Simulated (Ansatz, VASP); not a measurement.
# VClO in two plane-wave programs, part 2 of 2

Wanted: the spread between two codes on one cell, functional and k mesh.

VASP 6.6.1 and Ansatz 0.2.0.

So far: Set-up; VASP: single point, PBEsol.

In doubt: warnings of the run leave room for a lower electronic state (step 3), so energies may not be the lowest and differences between runs may mislead.

### 3. Ansatz: single point, PBEsol

Level of this step: Ansatz beside VASP: Kohn-Sham DFT, plane waves, PBEsol (Ansatz).

Ansatz runs on its default PAW (the set named soft_2) files.

The same cell, functional, mesh and smearing now go to Ansatz, which takes its cutoff from its data sets.

input.yaml reads:

```yaml
crystal:
  lattice:
    - [3.3, 0.0, 0.0]
    - [0.0, 3.78, 0.0]
    - [0.0, 0.0, 7.91]
  atoms:
    - { symbol: V, position: [0.5, 0.0, 0.8852], spin: 2.0 }
    - { symbol: V, position: [0.0, 0.5, 0.1148], spin: -2.0 }
    - { symbol: Cl, position: [0.0, 0.0, 0.6721] }
    - { symbol: Cl, position: [0.5, 0.5, 0.3279] }
    - { symbol: O, position: [0.0, 0.0, 0.0458] }
    - { symbol: O, position: [0.5, 0.5, 0.9542] }
hamiltonian:
  xc: pbesol
  pseudopotentials: { kind: paw }
magnetization:
  spin_polarized: true
kpoints:
  mp_grid: { grid: [6, 6, 4] }
scf:
  occupations: { method: gaussian, width: 0.05 }
  n_extra_bands: 9
output:
  forces: true
  stress: true
  eigenvalues: true
```

On the command line:

```console
$ ansatz run input.yaml --threads 4 --pin off --max-ram 9216MiB --backend cpu --events-out ev --progress --plain --runs-dir out
```

Numbers of over 12 decimals in the logs are rounded to 6 here.

The program printed:

```text
scf.n_extra_bands = 9 over 26 filled bands (N_el = 52.0): the run solves 35 bands
Engine: ansatz 0.2.0, aarch64-unknown-linux-gnu
Pseudopotentials: kind: paw
Pseudopotential: V, paw, valence charge 13, recommended cutoff 420 eV (normal), V.paw.azcp
Pseudopotential: Cl, paw, valence charge 7, recommended cutoff 420 eV (normal), Cl.paw.azcp
Pseudopotential: O, paw, valence charge 6, recommended cutoff 420 eV (normal), O.paw.azcp
Functional definition: PBEsol
  exchange = pbesol_x
  correlation = pbesol_c
Crystal: 6 atoms, lattice volume = 98.669 Å³
Basis set: ecut = 420 eV, 1957 PW (Γ), exchange–correlation on 48×54×108 points (8 copies of the dense FFT grid, shifted against one another)
Bands: 35, of which v1, the nominal top of the filled ones, is band 26 counted from 1 (25 counted from 0)
Symmetry: 4 space group operations
Space group: Pmm2 (ITA 25), of the structure as read, at distance tolerance 4.6e-5 Å
Magnetic group: BNS 59.408 (UNI 506), of the structure as read, at distance tolerance 4.6e-5 Å
k-points: 48 of 144 (time reversal used)
Non-local potential: V, projectors of the file, l = 0: 3, l = 1: 2, l = 2: 3, l = 3: 1
Non-local potential: Cl, projectors of the file, l = 0: 2, l = 1: 2, l = 2: 2
Non-local potential: O, projectors of the file, l = 0: 2, l = 1: 2, l = 2: 1
PAW form: soft (Blöchl's): semilocal exchange-correlation on the pseudo side does not see the compensation charge
PAW frozen core: V, regenerated for the run's functional, and the local potential with it (the file was generated under x = pbe(κ = 0.804, μ = 0.219515), c = pbe(β = 0.066725))
PAW frozen core: Cl, regenerated for the run's functional, and the local potential with it (the file was generated under x = pbe(κ = 0.804, μ = 0.219515), c = pbe(β = 0.066725))
PAW frozen core: O, regenerated for the run's functional, and the local potential with it (the file was generated under x = pbe(κ = 0.804, μ = 0.219515), c = pbe(β = 0.066725))
PAW one-centre angular grid: V, 590 points (default); XC on 64 Gauss nodes
PAW one-centre angular grid: Cl, 110 points (default); XC on 64 Gauss nodes
PAW one-centre angular grid: O, 110 points (default); XC on 64 Gauss nodes
Initial density: superposition of atomic densities (chi_scale 0.1, normalization cell, long waves kept (reshape's long-wave potential 0.52 eV rms))
Starting moments: Σ|m| = 4 μB on 2 of 6 sites
Starting magnetic order: antiferromagnet; an inversion exchanges its spin sublattices: spin-degenerate at every k-point
Initial wavefunctions: pseudopotential atomic-orbital guess
Functional: x = pbesol(κ = 0.804, μ = 0.123457), c = pbesol(β = 0.046)
SCF iter   1: F=—  HF=-9022.171773 eV  |F-HF|=—  |Δ(HF+E_count)|=         —  Δρ=6.53e-2 (↑6.53e-2 ↓6.53e-2)  dr2=4.33e1  dr2_m=7.53e-1  M=-0.000 μB ∫|m|=5.158 μB  β_m=0.30  ethr=3.10e-3  ⟨swp⟩=6.5  Hψ=14206  notcnv=0  defer=2
Mixer restart at iter 1: flushing history
preconditioner: auto → Resta (q_TF=auto, 2.452 Å⁻¹)  ε∞=6.7  [insulator: Δε(μ)=0.123 eV  Ē_g=9.379 eV  σ=0.050 eV  W_gap=0.91  n_scr=22 (ndim 8)  ℏωp=22.4 eV  f_vac=0.067  D(μ)=0.16/eV (n_scr^D=0)  ε∞_Penn≈6.7]
spin=Collinear: Resta preconditioning applied to the charge; magnetization (m = ρ↑ − ρ↓) channel mixes plain (no charge-response kernel on spin).
SCF iter   2: F=—  HF=-9020.565425 eV  |F-HF|=—  |Δ(HF+E_count)|=    1.61e0  Δρ=2.43e-2 (↑2.43e-2 ↓2.43e-2)  dr2=6.33e0  dr2_m=1.48e-1  M=-0.000 μB ∫|m|=4.298 μB  β_m=0.37  ethr=3.10e-3  ⟨swp⟩=3.1  Hψ=7819  notcnv=0  defer=96
SCF iter   3: F=—  HF=-9019.846815 eV  |F-HF|=—  |Δ(HF+E_count)|=   7.19e-1  Δρ=1.29e-2 (↑1.29e-2 ↓1.29e-2)  dr2=1.36e0  dr2_m=4.83e-2  M=0.000 μB ∫|m|=4.124 μB  β_m=0.55  ethr=3.10e-3  ⟨swp⟩=2.0  Hψ=5284  notcnv=0  defer=96
SCF iter   4: F=—  HF=-9019.459509 eV  |F-HF|=—  |Δ(HF+E_count)|=   3.87e-1  Δρ=4.96e-3 (↑4.96e-3 ↓4.92e-3)  dr2=8.83e-2  dr2_m=3.61e-3  M=-0.001 μB ∫|m|=4.049 μB  β_m=0.78  ethr=2.61e-3  ⟨swp⟩=2.0  Hψ=5559  notcnv=0  defer=96
SCF iter   5: F=—  HF=-9019.485099 eV  |F-HF|=—  |Δ(HF+E_count)|=   2.56e-2  Δρ=1.77e-3 (↑1.77e-3 ↓1.66e-3)  dr2=1.10e-2  dr2_m=1.90e-4  M=0.005 μB ∫|m|=4.055 μB  β_m=0.75  ethr=1.70e-4  ⟨swp⟩=2.4  Hψ=6173  notcnv=0  defer=96
SCF iter   6: F=—  HF=-9019.485616 eV  |F-HF|=—  |Δ(HF+E_count)|=   5.17e-4  Δρ=8.67e-4 (↑8.67e-4 ↓7.72e-4)  dr2=2.98e-3  dr2_m=3.12e-5  M=-0.004 μB ∫|m|=4.052 μB  β_m=0.73  ethr=2.11e-5  ⟨swp⟩=2.0  Hψ=6058  notcnv=0  defer=96
SCF iter   7: F=—  HF=-9019.486741 eV  |F-HF|=—  |Δ(HF+E_count)|=   1.13e-3  Δρ=4.82e-4 (↑4.82e-4 ↓2.88e-4)  dr2=5.88e-4  dr2_m=2.91e-5  M=0.003 μB ∫|m|=4.054 μB  β_m=0.75  ethr=5.72e-6  ⟨swp⟩=2.0  Hψ=5385  notcnv=0  defer=96
SCF iter   8: F=—  HF=-9019.487133 eV  |F-HF|=—  |Δ(HF+E_count)|=   3.91e-4  Δρ=3.11e-4 (↑1.32e-4 ↓3.11e-4)  dr2=2.20e-4  dr2_m=1.67e-5  M=-0.003 μB ∫|m|=4.053 μB  β_m=0.70  ethr=1.13e-6  ⟨swp⟩=2.1  Hψ=4497  notcnv=0  defer=96
SCF iter   9: F=—  HF=-9019.487196 eV  |F-HF|=—  |Δ(HF+E_count)|=   6.33e-5  Δρ=1.51e-4 (↑1.51e-4 ↓9.11e-5)  dr2=6.03e-5  dr2_m=5.24e-6  M=0.002 μB ∫|m|=4.053 μB  β_m=0.66  ethr=4.23e-7  ⟨swp⟩=2.4  Hψ=4956  notcnv=0  defer=96
SCF iter  10: F=—  HF=-9019.487216 eV  |F-HF|=—  |Δ(HF+E_count)|=   2.02e-5  Δρ=3.65e-5 (↑3.65e-5 ↓3.51e-5)  dr2=3.06e-6  dr2_m=3.97e-7  M=0.000 μB ∫|m|=4.053 μB  β_m=0.83  ethr=1.16e-7  ⟨swp⟩=2.0  Hψ=4395  notcnv=0  defer=96
SCF iter  11: F=—  HF=-9019.487219 eV  |F-HF|=—  |Δ(HF+E_count)|=   2.69e-6  Δρ=1.72e-5 (↑1.45e-5 ↓1.72e-5)  dr2=4.78e-7  dr2_m=9.03e-8  M=-0.000 μB ∫|m|=4.053 μB  β_m=0.92  ethr=5.89e-9  ⟨swp⟩=2.0  Hψ=5376  notcnv=0  defer=96
SCF iter  12: F=—  HF=-9019.487220 eV  |F-HF|=—  |Δ(HF+E_count)|=   4.33e-7  Δρ=8.86e-6 (↑8.86e-6 ↓7.40e-6)  dr2=1.80e-7  dr2_m=8.06e-9  M=-0.000 μB ∫|m|=4.053 μB  β_m=0.86  ethr=9.20e-10  ⟨swp⟩=2.0  Hψ=5732  notcnv=0  defer=96
SCF iter  13: F=—  HF=-9019.487220 eV  |F-HF|=—  |Δ(HF+E_count)|=   3.07e-9  Δρ=8.78e-6 (↑7.22e-6 ↓8.78e-6)  dr2=2.03e-7  dr2_m=1.54e-8  M=-0.000 μB ∫|m|=4.053 μB  β_m=0.74  ethr=3.47e-10  ⟨swp⟩=2.0  Hψ=5063  notcnv=0  defer=96
SCF iter  14: F=-9019.487219 eV  HF=-9019.487220 eV  |F-HF|=5.60e-8  |Δ(HF+E_count)|=   1.48e-8  Δρ=4.35e-6 (↑4.35e-6 ↓4.04e-6)  dr2=6.34e-8  dr2_m=7.37e-9  M=0.000 μB ∫|m|=4.053 μB  ethr=1.92e-10  ⟨swp⟩=10.4  Hψ=13317  notcnv=0
SCF 1 converged in 14 iterations: F = -9019.487219 eV  dr2 = 6.34e-8
  greatest PAW one-centre occupation: 1.000 electrons in one spin orbital (limit 2), on the V atom at site 0 (counted from 0), in its partial waves of l = 0
WARN: an SCF from ferromagnetic starting moments (-2.00, -2.00, 0.00, 0.00, 0.00, 0.00 Bohr magnetons, atom by atom) was not made, by what the run has read of turns of its moments that order reads lower: the deck asks for what bars it, or types moments that do (magnetization.spin_polarized, in the input reference, names some of the keys), or the run goes by scf.lower_state_search: light, the default, which as a rule tries one only behind a close that has lost an order of both signs, or on which an open d or half-filled 4f shell of a PAW file has lost a moment that was set nearer to Hund's than to what is left; [rest of the remark cut]
SCF converged after 14 iterations
Magnetization: 0.0001 μB (26.0001 up, 25.9999 down)
Absolute magnetization: 4.0557 μB (∫|ρ↑−ρ↓|, with the PAW one-centre terms)
Spin contamination: 1.8826 ħ² per cell (⟨S²⟩ above its minimum at these occupations)
Per-site moments (μB) at R_I (Å): [(1.452151, 0.811482), (-1.452063, 0.811482), (-0.00950738, 0.972995), (0.0095122, 0.972995), (0.039556, 0.811482), (-0.039547, 0.811482)]
Free energy (F): -9019.487219 eV
Harris-Foulkes:  -9019.487220 eV  (|F-HF|=5.60e-8)
Internal energy: -9019.477473 eV  (E = F + TS)
E sigma→0 (E₀):  -9019.482346 eV
Entropy (-TS):   -0.009746 eV (-1.624 meV/atom)
Fermi energy:    7.502839 eV
--- Per-component energies (eV) ---
  E_band       = -590.021392
  E_kinetic    = 1338.357783
  E_local      = -6491.015949  (includes V_loc(G=0)·N_el)
  E_nonlocal   = 69.197632
  E_hartree    = 2854.621481
  E_xc         = -613.345340
  E_vxc        = -755.125154  (∫ρ·V_xc dr)
  E_paw        = -3761.957198  (= ΣΔE_a)
  E_vpaw       = -460.685140  (= ΣTr[D̂ρ^β])
  E_aug_tail   = 0.005667  (compensation charges beyond the density's cutoff)
  E_ewald      = -2415.868349
  E_core_change = 0.526798  (= ΣΔE_core)
  E_smearing   = -0.009746  (= −TS)
  E_closure    = -0.000000  (closes the sum)
  Σ components = -9019.487219   (vs F -9019.487219, Δ=0.00e0)
--- Forces (eV/Å), atoms counted from 1 ---
  atom   1  V      0.00000000     0.00000000     0.08207994
  atom   2  V      0.00000000     0.00000000    -0.08247102
  atom   3  Cl     0.00000000     0.00000000     0.38051326
  atom   4  Cl     0.00000000     0.00000000    -0.38054451
  atom   5  O      0.00000000     0.00000000     0.23314471
  atom   6  O      0.00000000     0.00000000    -0.23290917
  max |Σ_I F_I| component: 1.87e-4 eV/Å
--- Stress (GPa, compression-positive) ---
       -1.538747       0.000000       0.000000
        0.000000      -4.584429       0.000000
        0.000000       0.000000      -2.589674
  P = ⅓ Tr σ = -2.9043 GPa (-29.043 kbar)
--- Band table (eV; the first three rows and the last of 96) ---
  k-point 0 ↑: bands = [... 22 lower, 4.2707, 4.6381, 6.6979, 6.8342, 8.3412, 8.7288, 8.8647, 9.4634, ... 5 higher]
  k-point 1 ↑: bands = [... 22 lower, 4.2012, 4.5886, 6.6980, 6.8424, 8.3322, 8.7374, 8.8647, 9.4507, ... 5 higher]
  k-point 2 ↑: bands = [... 22 lower, 4.1970, 4.5271, 6.6980, 6.8500, 8.3234, 8.7472, 8.8646, 9.4408, ... 5 higher]
  k-point 47 ↓: bands = [... 22 lower, 3.8356, 3.8684, 7.1282, 7.3009, 7.8121, 8.4782, 9.4785, 9.7032, ... 5 higher]
```

It took 22 s on 4 threads of Arm Neoverse N1, shared host; peak memory 0.55 GiB; 86 s of CPU time.

The run ends at a pressure of -2.90 GPa, with forces up to 0.38 eV/Å.

### 4. Side by side

Known differences besides the potentials themselves: the cutoff is 420 eV in Ansatz and 520 eV in VASP; Ansatz makes its cores anew for this functional, VASP keeps those of its PBE data sets; VASP leaves aspherical gradient terms in its spheres out (LASPH is not set), Ansatz keeps them; site moments are counted in spheres of each program's own size. Total energies have different zeros and are not compared.

Compared:

```tsv
quantity	Ansatz	VASP	difference
pressure (GPa)	-2.90	-2.72	-0.19
pressure without Ansatz's Pulay correction (GPa)	-3.19	-2.72	-0.47
moment on V1 (μB)	1.45	1.81	-0.36
moment on V2 (μB)	-1.45	-1.81	+0.36
```

Forces (eV/Å; atoms numbered as in POSCAR):

```tsv
atom	Ansatz x, y, z	VASP x, y, z
V1	0.000, 0.000, 0.082	0.000, 0.000, 0.045
V2	0.000, 0.000, -0.082	0.000, 0.000, -0.045
Cl3	0.000, 0.000, 0.381	0.000, 0.000, 0.365
Cl4	0.000, 0.000, -0.381	0.000, 0.000, -0.365
O5	0.000, 0.000, 0.233	0.000, 0.000, 0.271
O6	0.000, 0.000, -0.233	0.000, 0.000, -0.271
```

The forces differ by 18 meV/Å r.m.s., which is 12.1 % of the r.m.s. force of 0.15 eV/Å (both taken over all components). Ansatz's pressure holds a Pulay correction of 0.29 GPa; VASP's holds none.

### 5. What the set-up changes

Further runs change the set-up of one program: Ansatz's method, potentials or start, or VASP's data sets, cutoff or form of LDA. The table gives Ansatz less VASP for each quantity, since a change that brings one quantity closer may part another. Site moments also change with the sphere that a data set brings.

```tsv
run	r.m.s. force difference (meV/Å)	pressure (GPa)	pressure without Ansatz's Pulay correction (GPa)	moment on V1 (μB)	moment on V2 (μB)
as above	18	-0.19	-0.47	-0.36	0.36
cores kept as stored	17	-0.14	-0.43	-0.36	0.36
Ansatz's larger PAW set (cutoff 930 eV)	19	-0.19		-0.36	0.36
norm-conserving potentials (cutoff 1143 eV)	20	-0.28		-0.34	0.34
```

### 6. Results

```yaml
r_m_s_force_difference_single_point_pbesol: 18 meV/Å
```

What this shows: The r.m.s. force difference is 18 meV/Å (single point, PBEsol), beyond the 12 meV/Å picked in this series as the mark of a large difference. Single point, PBEsol, cores kept as stored: the difference in pressure goes from -0.19 to -0.14 GPa. Single point, PBEsol, norm-conserving potentials (cutoff 1143 eV): the difference in pressure goes from -0.19 to -0.28 GPa. 1 further run of this series is not shown here. How closely two codes agree says nothing of how well the functional describes the real material.

[Lines on the potential files, build, host, timing and source positions are cut from VASP's logs without a mark.]

[Logs are printed without paths, hosts, clocks, repeated set-up lines and the standing remarks that a program may print on its own settings, such as how far it seeks lower states.]

[Hosts, paths, dates, database ids (printed as entryN), source tags and the programs' standing remarks are cut or masked in the printed files.]
